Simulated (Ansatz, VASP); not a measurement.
# InSb: VASP beside Ansatz, part 2 of 2

Aim: how closely do two programs agree when they are given the same cell, functional and k mesh? The cell is taken from a series of VASP runs on this material, whose earlier steps may have relaxed, scaled or displaced it; both programs get it as it stands.

VASP 6.6.1 and Ansatz 0.2.0.

So far: The starting structure; Ansatz: zone-centre phonons, PBE; VASP: zone-centre phonons, PBE; Side by side.

**5. VASP: zone-centre phonons, r2SCAN**

Level of this step: r2SCAN; plane waves and PAW (Sb, In_d) (VASP).

Second derivatives magnify differences that forces hide, and they need a tight electronic threshold. The cell compared in this pair holds 70.50 Å³, against 73.02 Å³ for the pair before.

Contents of INCAR:

```
SYSTEM = InSb
PREC = Accurate
ENCUT = 450
EDIFF = 1E-08
NELM = 100
ISMEAR = 1
SIGMA = 0.15
LREAL = .FALSE.
ALGO = Normal
METAGGA = R2SCAN
LASPH = .TRUE.
NBANDS = 15
LORBIT = 11
LWAVE = .FALSE.
LCHARG = .FALSE.
KPAR = 2
IBRION = 6
NFREE = 2
POTIM = 0.015
NSW = 1
ISIF = 2
```

Contents of POSCAR:

```
InSb
1.0
    0.0000000000      3.2787695642      3.2787695642
    3.2787695642      0.0000000000      3.2787695642
    3.2787695642      3.2787695642      0.0000000000
Sb In
1 1
Direct
    0.7500000000      0.7500000000      0.7500000000
    0.0000000000      0.0000000000      0.0000000000
```

Contents of KPOINTS:

```
Automatic mesh
0
Gamma
10 10 10
0 0 0
```

PAW data sets: Sb and In_d (PBE family, release 64).

Launch:

```sh
> mpirun -np 2 vasp_std
```

Numbers of over 12 decimals in the logs are rounded to 6 here.

The log of the run:

```text
[banner, memory and clock lines left out]
running    2 mpi-ranks, on    1 nodes
[...]
|                                                                             |
|               ----> ADVICE to this user running VASP <----                  |
|                                                                             |
|     You enforced a specific xc type in the INCAR file but a different       |
|     [... a line on the potential file left out ...]
|     I HOPE YOU KNOW WHAT YOU ARE DOING!                                     |
|                                                                             |

 LDA part: xc-table for (None), standard interpolation
 POSCAR, INCAR and KPOINTS ok, starting setup
[...]
entering main loop
       N       E                     dE             d eps       ncg     rms          rms(c)
DAV:   1     0.669522321304E+02    0.66952E+02   -0.74227E+03  1410   0.109E+03
DAV:   2    -0.445937497319E+02   -0.11155E+03   -0.10871E+03  1571   0.281E+02
DAV:   3    -0.516529309351E+02   -0.70592E+01   -0.70335E+01  1837   0.768E+01
DAV:   4    -0.518565693994E+02   -0.20364E+00   -0.20360E+00  1749   0.150E+01
[...]
DAV:  15    -0.487670606144E+02   -0.13817E-06   -0.64530E-08  1900   0.479E-03    0.300E-04
DAV:  16    -0.487670606323E+02   -0.17866E-07   -0.37308E-09  1020   0.760E-04    0.769E-05
DAV:  17    -0.487670606326E+02   -0.24170E-09   -0.90849E-10   866   0.359E-04
   1 F= -.48767061E+02 E0= -.48767165E+02  d E =0.311607E-03
[... from here on, the cycles between the ionic steps are left out ...]
   2 F= -.48766331E+02 E0= -.48766431E+02  d E =0.302743E-03
   3 F= -.48766330E+02 E0= -.48766430E+02  d E =0.302749E-03
   4 F= -.48766327E+02 E0= -.48766427E+02  d E =0.302781E-03
   5 F= -.48766327E+02 E0= -.48766428E+02  d E =0.302737E-03
 Finite differences progress:
  Degree of freedom:   2/  2
  Displacement:        2/  2
  Total:               4/  4
```

From OUTCAR (step 5):

```text
  Total        0.0007940      0.0015546      0.0015546      0.0000000      0.1056330      0.0000000
  in kB        0.0180448      0.0353325      0.0353325      0.0000000      2.4007530      0.0000000
  external PRESSURE =       0.0295699 kB  Pullay stress =       0.0000000 kB

 POSITION                                       TOTAL-FORCE (eV/Angst)
 -----------------------------------------------------------------------------------
      4.91815      4.91815      4.91815        -0.097788      0.000000      0.000000
     -0.01500      0.00000      0.00000         0.097788     -0.000000     -0.000000
 -----------------------------------------------------------------------------------
    total drift:                                0.000798      0.000002      0.000002

  FREE ENERGIE OF THE ION-ELECTRON SYSTEM (eV)
  ---------------------------------------------------
  free  energy   TOTEN  =       -48.7663266552 eV

  energy  without entropy=      -48.7666293924  energy(sigma->0) =      -48.76642757

[... 1 part as in an earlier step ...]

[... 2 further parts left out ...]
[key lines of the parts left out:]
E-fermi :   4.5606
```

**6. Ansatz: zone-centre phonons, r2SCAN**

The same cell, functional, mesh and smearing now go to Ansatz, which takes its cutoff from its data sets.

The cell is taken from a series of VASP runs on this material, whose earlier steps may have relaxed, scaled or displaced it; both programs get it as it stands.

Contents of input.yaml:

```yaml
crystal:
  lattice:
    - [0.0, 3.2787695642, 3.2787695642]
    - [3.2787695642, 0.0, 3.2787695642]
    - [3.2787695642, 3.2787695642, 0.0]
  atoms:
    - { symbol: Sb, position: [0.75, 0.75, 0.75] }
    - { symbol: In, position: [0.0, 0.0, 0.0] }
hamiltonian:
  xc: r2scan
  pseudopotentials: { kind: paw }
kpoints:
  mp_grid: { grid: [10, 10, 10] }
scf:
  occupations: { method: methfessel_paxton, width: 0.15 }
phonons:
  method: dfpt
  qpoints: [[0, 0, 0]]
```

Launch:

```sh
> ansatz run input.yaml --threads 4 --pin off --max-ram 9216MiB --backend cpu --events-out ev --progress --plain --runs-dir out
```

The log of the run:

```text
[...]
Crystal: 2 atoms, lattice volume = 70.496 Å³
Basis set: ecut = 500 eV, 1807 PW (Γ), exchange–correlation on 180×180×180 points (125 copies of the dense FFT grid, shifted against one another)
Bands: 18, of which v1, the nominal top of the filled ones, is band 14 counted from 1 (13 counted from 0)
Symmetry: 24 space group operations
k-points: 171 of 1000 (irreducible under 4 space group operations, time reversal used)
[...]
k-point 2: bands = [... 10 lower, -3.7909, 3.8460, 6.3087, 6.3087, 7.9068, 10.5524, 10.5524, 11.1090]
  k-point 170: bands = [... 10 lower, -2.2354, 1.0244, 3.7755, 4.4221, 10.0782, 10.8572, 11.5670, 12.5048]
[...]
ASR residual: 4.065e-4 → 0.000e0 eV/Å²; symmetrization residual: 6.213e-5 eV/Å²
  ASR residual per site (eV/Å²): 3.54e-4 4.07e-4
  Γ frequencies (cm⁻¹): 0.00 0.00 0.00 172.14 172.14 172.14
[...]
--- Phonons (arbitrary-q DFPT): 1 explicit q-point ---
[...]
[key lines of the parts left out:]
SCF converged after 8 iterations
Free energy (F): -12111.441043 eV
Fermi energy:    6.750424 eV
```

Wall time 37 s (4 threads of Intel Xeon Gold 6455B (Sapphire Rapids), shared host); peak memory 2.3 GiB; 2.4 min of CPU time.

**7. Comparison**

What differs besides the data sets and the points named for the pairs above, as far as they apply: VASP keeps PBE cores, Ansatz makes them for the functional; the cutoff is 500 eV in Ansatz and 450 eV in VASP; VASP uses finite displacements, Ansatz perturbation theory. Total energies have different zeros and are not compared.

Both answers:

| quantity | Ansatz | VASP | difference |
| --- | --- | --- | --- |
| optical mode 1 to 3 (cm⁻¹) | 172.1 | 173.6 | -0.85 % |

Modes are paired by rising frequency and degeneracy, not by their patterns, so a pair may still set unlike modes beside each other.

**8. Outcome**

* r.m.s. difference of the optical zone-centre modes, each program's sorted by frequency (zone-centre phonons, PBE): 0.20 cm⁻¹
* r.m.s. difference of the optical zone-centre modes, each program's sorted by frequency (zone-centre phonons, r2SCAN): 1.5 cm⁻¹
* difference in optical mode 1 to 3 (zone-centre phonons, r2SCAN): -0.8 %

What this shows: The r.m.s. difference of the optical zone-centre modes, each program's sorted by frequency is 0.20 cm⁻¹ (zone-centre phonons, PBE). Among the rows given in per cent, the largest difference of the zone-centre phonons, r2SCAN pair is in optical mode 1 to 3, -0.8 %. How closely two codes agree says nothing of how well the functional describes the real material.

[Lines on the potential files, build, host, timing and source positions are cut from VASP's logs without a mark.]

[Logs are printed without paths, hosts, clocks, repeated set-up lines and the standing remarks that a program may print on its own settings, such as how far it seeks lower states.]

[Hosts, paths, dates, database ids (printed as entryN), source tags and the programs' standing remarks are cut or masked in the printed files.]
